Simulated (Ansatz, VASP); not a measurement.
## One calculation of Ru, two programs

```xyz
2
Lattice="2.6728 0.0000 0.0000 -1.3364 2.3147 0.0000 0.0000 0.0000 4.2281" Properties=species:S:1:pos:R:3 pbc="T T T"
Ru    0.0000    1.5431    1.0570
Ru    1.3364    0.7716    3.1711
```

Alike in both runs: functional LDA; k mesh 9 × 9 × 6; occupations gaussian, width 0.1 eV; no spin polarisation.

Ansatz relaxed the structure, and its values are those at the end. VASP's run is a single point on that final structure, the one shown.

|  | VASP | Ansatz |
| --- | --- | --- |
| version | VASP 6.6.1 | Ansatz 0.2.0 |
| potentials or method | VASP PAW LDA potentials, release 64 (Ru_pv) | scalar-relativistic, plane waves, PAW |
| plane-wave cutoff (eV) | 520 | 420 |
| valence electrons in the cell | 28 | 32 |

Ansatz gave:

```
gap on the k mesh at the Fermi level (eV) : none
pressure (GPa)                            : 0.0
```

Question: Estimate VASP's values.

Answer: gap on the k mesh at the Fermi level (eV): none; pressure (GPa): 1.0.

A gap of «none» marks a metal or a gap that the smearing closes. The two sets of potentials don't hold the same shells in valence.
